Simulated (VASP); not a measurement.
The system is NiO.

```
Ni O
1.0
     0.00000    2.08590    2.08590
     2.08590    0.00000    2.08590
     2.08590    2.08590    0.00000
Ni O
1 1
Cartesian
  0.0000 0.0000 0.0000
  2.0859 2.0859 2.0859
```

Program: VASP 6.6.1. Alike in all runs: potentials or basis VASP PAW PBE potentials, release 64 (Ni, O); spin collinear, ferromagnetic start; cell as given; k mesh 11 × 11 × 11; cutoff (eV) 520.

Q: Order these runs on this cell by their band gap on the k mesh, lowest first.
A. level SCAN; smearing fermi-dirac 0.05 eV
B. level r2SCAN; smearing fermi-dirac 0.05 eV
C. level PBE; smearing gaussian 0.03 eV

A: C (metal), B (0.74 eV), A (0.92 eV).

Caveats: a cell with one magnetic atom can't hold antiferromagnetic order, which such compounds often take; semilocal functionals often make such compounds metallic where correlation or magnetic order opens a gap, which also shifts bond lengths (some runs).

A k mesh can miss the band edges.
